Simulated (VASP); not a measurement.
**Fe under changes of volume**

One of the cells (11.006 Å³/atom); the others are scaled copies at fixed shape and fractional positions:

```
CELL_PARAMETERS angstrom
-1.40127 1.40127 1.40127
1.40127 -1.40127 1.40127
1.40127 1.40127 -1.40127
ATOMIC_POSITIONS crystal
Fe 0.00000 0.00000 0.00000
```

- Program: VASP 6.6.1
- Functional: PBE
- Dispersion: D3(BJ)
- Potentials or basis: VASP PAW PBE potentials, release 64 (Fe)
- Cutoff: 520 eV
- k mesh: 12 × 12 × 12
- Occupations: fermi-dirac, width 0.05 eV
- Spin: collinear spin, ferromagnetic start
- Starting moments: [3.0] μB

```tsv
volume (Å³/atom)	energy over the lowest point (meV/atom)	pressure (GPa)	moment (μB per cell)
10.566	12.34	9.5	2.04
10.786	2.73	4.6	2.07
11.006	0.00	-0.3	2.11
11.226	3.06	-3.5	2.16
11.446	?	?	?
```

Task: What does the run at 11.446 Å³/atom give?

Result: Energy over the lowest point 10.05 meV/atom; pressure -6.3 GPa; moment 2.23 μB per cell.

Worked out: A Birch-Murnaghan fit of order 2 (a polynomial in V^(-2/3)) to the other rows has its minimum at 11.00 Å³/atom with B0 = V·E''(V) = 220 GPa. It gives 11.69 meV/atom at 11.446 Å³/atom, against the run's 10.05, and -dE/dV = -8.1 GPa, against -6.3. A straight line through the other rows of the moment, of slope 0.182 μB per Å³/atom, extrapolates to 2.19 μB, against the run's 2.23. The fit is too stiff a form for this range.

Energies are extrapolated to zero smearing.

Caveats: pairwise dispersion overbinds metals, which lowers pressure and volume.
